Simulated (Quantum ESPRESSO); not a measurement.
Crystal: PbS (Galena).

```xyz
2
Lattice="0.0000 2.9657 2.9657 2.9657 0.0000 2.9657 2.9657 2.9657 0.0000" Properties=species:S:1:pos:R:3 pbc="T T T"
Pb    0.0000    0.0000    0.0000
S     2.9657    2.9657    2.9657
```

Base run:

* Program: Quantum ESPRESSO 7.5
* Functional: AM05
* Potentials or basis: PseudoDojo 0.4.1 SR PBE standard
* Cutoff: 762 eV
* Density cutoff: 3048 eV
* k mesh: 8 × 8 × 8, shifted
* Occupations: fermi-dirac, width 0.05 eV
* Spin: no spin polarisation

Its results: pressure -0.2 GPa; electronic dielectric tensor (diagonal) 17.14.

Q: After a change of settings the same cell gave: pressure 6.1 GPa; electronic dielectric tensor (diagonal) 15.72. Which change was it?
A. functional from AM05 to BLYP
B. functional from AM05 to LDA; potentials or basis from PseudoDojo 0.4.1 SR PBE standard to PseudoDojo 0.4.1 SR LDA standard
C. functional from AM05 to PBEsol; potentials or basis from PseudoDojo 0.4.1 SR PBE standard to PseudoDojo 0.4.1 SR PBEsol standard
D. functional from AM05 to WC

A: A.

BLYP binds less tightly than AM05, so the same cell stands under more pressure.

Caveats: the potentials were made for another functional, which shifts forces and pressure; the cell is more than 3 GPa from zero pressure, which shifts response properties (some runs).

Runs at the PBE level aren't shown here.
